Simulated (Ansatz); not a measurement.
## HfC: from a first guess to the relaxed zincblende type

First guess:

```yaml
crystal:
  lattice:
    - [0.00000, 2.49254, 2.49254]
    - [2.49254, 0.00000, 2.49254]
    - [2.49254, 2.49254, 0.00000]
  atoms:
    - { symbol: Hf, position: [0.00000, 0.00000, 0.00000] }
    - { symbol: C, position: [0.25000, 0.25000, 0.25000] }
```

Computed with DFT, PBE, PAW with Ansatz's default frozen-core files, scalar-relativistic in Ansatz 0.2.0.

Cell and atoms relax within the symmetry of the start on a 11×11×11 k mesh with 0.08 eV Fermi–Dirac smearing.

The start is built from a prototype, known or not as a phase of this compound; the cutoff is 420 eV.

Spin–orbit coupling is left out, though it moves levels of the heavy atoms by tenths of an eV or more.

Q: What is the pressure of the first guess?

A: 5.86 GPa.

Q: What does it relax to?

A: a = 5.044 Å, b = 5.044 Å, c = 5.044 Å, α = 90.00°, β = 90.00°, γ = 90.00° (conventional cell), 16.04 Å³ per atom:
```xyz
2
Lattice="0.0000 2.5220 2.5220 2.5220 0.0000 2.5220 2.5220 2.5220 0.0000" Properties=species:S:1:pos:R:3 pbc="T T T"
Hf    0.0000    0.0000    0.0000
C     1.2610    1.2610    1.2610
```

Q: How much energy does the relaxation release?

A: 10 meV/atom.
